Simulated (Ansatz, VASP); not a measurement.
## Eu in VASP and in Ansatz

```
Eu
1.0
    -2.21711    2.21711    2.21711
     2.21711   -2.21711    2.21711
     2.21711    2.21711   -2.21711
Eu
1
Cartesian
  0.0000 0.0000 0.0000
```

Alike in both runs: task single point; functional PBE; k mesh 6 × 6 × 6; occupations gaussian, width 0.05 eV; collinear spin.

```csv
,VASP,Ansatz
version,VASP 6.6.1,Ansatz 0.2.0
potentials or method,"VASP PAW PBE potentials, release 64 (Eu)","scalar-relativistic, plane waves, PAW"
plane-wave cutoff (eV),520,420
valence electrons in the cell,17,17
```

Ansatz gave:

```
gap on the k mesh at the Fermi level (eV)                     : none
pressure (GPa)                                                : -0.4
net moment per atom (μB)                                      : 7.51
size of the moment on the site where the two differ most (μB) : 7.14
```

Task: Estimate VASP's values.

Result: gap on the k mesh at the Fermi level (eV): none; pressure (GPa): -0.6; net moment per atom (μB): 7.51; size of the moment on the site where the two differ most (μB): 6.73.

Site moments also hang on the region over which each program counts them. A gap of «none» marks a metal or a gap that the smearing closes. Ansatz warned: «given_moment_on_shells».

Caveats: spin-orbit coupling is left out, which moves the levels of the heavy elements. The state reached can hang on the start; a lower one may exist.
